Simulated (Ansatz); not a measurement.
# Si: properties at the relaxed cell

The task here is to estimate one member of a computed series from the others.

Computed with Ansatz 0.2.0 (DFT LDA, scalar-relativistic, plane waves, PAW, unless a step's input says otherwise).

## The starting structure

It takes space group P6_3/mmc (No. 194, hexagonal). The conventional cell has a = 3.802 Å, b = 3.802 Å, c = 6.289 Å, α = 90.00°, β = 90.00°, γ = 120.00°. Si (site symmetry 3m) is surrounded by 4 Si at 2.33 to 2.35 Å.

Coordinates:

```cif
data_structure
_symmetry_space_group_name_H-M 'P 1'
_symmetry_Int_Tables_number 1
_cell_length_a 3.8020
_cell_length_b 3.8020
_cell_length_c 6.2891
_cell_angle_alpha 90.000
_cell_angle_beta 90.000
_cell_angle_gamma 120.000
_cell_volume 78.73
loop_
_atom_site_label
_atom_site_type_symbol
_atom_site_fract_x
_atom_site_fract_y
_atom_site_fract_z
_atom_site_occupancy
Si1 Si 0.33333 0.66667 0.06303 1
Si2 Si 0.66667 0.33333 0.56303 1
Si3 Si 0.33333 0.66667 0.43697 1
Si4 Si 0.66667 0.33333 0.93697 1
```

It goes back to an entry of the Materials Project, which need not be the stable form.

It is the result of an earlier relaxation at this level (volume 19.68 Å³/atom; gap on the mesh: 0.27 eV).

Set-up of the first run:

File input.yaml:

```yaml
crystal:
  lattice:
    - [3.7635691123, 0.0, 0.0]
    - [-1.8817845562, 3.2593464601, 0.0]
    - [0.0, 0.0, 6.2255892247]
  atoms:
    - { symbol: Si, position: [0.3333333333, 0.6666666667, 0.0630332895] }
    - { symbol: Si, position: [0.6666666667, 0.3333333333, 0.5630332895] }
    - { symbol: Si, position: [0.3333333333, 0.6666666667, 0.4369667105] }
    - { symbol: Si, position: [0.6666666667, 0.3333333333, 0.9369667105] }
basis:
  ecutwfc: 420
kpoints:
  mp_grid: { grid: [12, 12, 6] }
hamiltonian:
  xc: lda
scf:
  occupations: { method: gaussian, width: 0.02 }
output:
  forces: true
  stress: true
  eigenvalues: true
relax:
  adjacent_minimum: "off"
  f_tol: 0.01
  max_steps: 30
  cell: { stress_tol: 0.1, fix: [volume] }
```

Command:

```bash
> ansatz run input.yaml --threads 1 --pin off --max-ram 2560MiB --backend cpu --events-out ev --progress --plain --runs-dir out
```

Among the steps run: The cell scaled to 0.97 of its volume; The cell scaled to 1.03 of its volume; Volume × 0.94; Point at V/V0 = 1.06; Volume × 0.91; The cell scaled to 1.10 of its volume; The cell scaled to 0.88 of its volume.

One of the session's tables, all rows but one given; the rest of the session is left out.

It belongs to the step «Energy against volume». 

| volume (Å³/atom) | energy above the lowest point (meV/atom) | pressure (GPa) | gap on the mesh (eV) |
| --- | --- | --- | --- |
| 17.321 | 106.4 | 16.07 | 0.00 |
| 17.911 | 56.6 | 11.09 | 0.05 |
| 18.502 | 23.8 | 6.81 | 0.13 |
| 19.092 | 5.7 | 3.14 | 0.21 |
| 19.682 | 0.0 | 0.01 | 0.27 |
| 20.273 | 5.0 | -2.67 | 0.33 |
| 20.863 | ? | ? | ? |
| 21.651 | 50.0 | -7.48 | 0.45 |

Q: Estimate the row for volume (Å³/atom) = 20.863 from the others.

Worked estimate for «energy above the lowest point (meV/atom)». A straight line through the neighbours (20.273, 5.0) and (21.651, 50.0) gives 5.0 + (50.0 − 5.0) × (20.863 − 20.273) / (21.651 − 20.273) = 24.3; a parabola fitted to 3 rows on both sides gives 18.6.

**Answer.** energy above the lowest point (meV/atom): 19.2; pressure (GPa): -4.96; gap on the mesh (eV): 0.39. In «energy above the lowest point (meV/atom)» the line misses by +5.1 and the parabola by -0.6.
